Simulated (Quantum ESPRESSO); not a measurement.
Runs of Quantum ESPRESSO 7.5 on BN. Symmetry: F-43m, No. 216, cubic system. Conventional cell: a = 3.626 Å, b = 3.626 Å, c = 3.626 Å, α = 90.00°, β = 90.00°, γ = 90.00°. Around N (site symmetry -43m) lie 4 B at 1.57 Å. B (site symmetry -43m) has 4 N at 1.57 Å as nearest neighbours. The cell is a database's computed one.

```csv
level,k mesh,SCF threshold,symmetry,gap on the mesh (eV),pressure (GPa)
PBEsol,13 × 13 × 13,4e-10 Ry,-,4.37,-4.4
TPSS,10 × 10 × 10,1e-08 Ry,off,4.58,(b)
SCAN,10 × 10 × 10,1e-08 Ry,off,4.93,-6.2
rev-vdW-DF2,13 × 13 × 13,4e-10 Ry,-,(a),-2.9
AM05,13 × 13 × 13,4e-10 Ry,-,(c),-4.4
```

Alike in all rows: task band structure; potentials or basis SG15 PBE 1.2; no spin polarisation; cell as given; cutoff (eV) 1197; smearing fermi-dirac 0.05 eV.

Fill in the values left out.

(a) 4.64; (b) -0.9; (c) 4.35.

Caveats: the potentials were made for another functional, which shifts forces and pressure.

A k mesh can miss the band edges.

Runs at the PBE level aren't shown here.
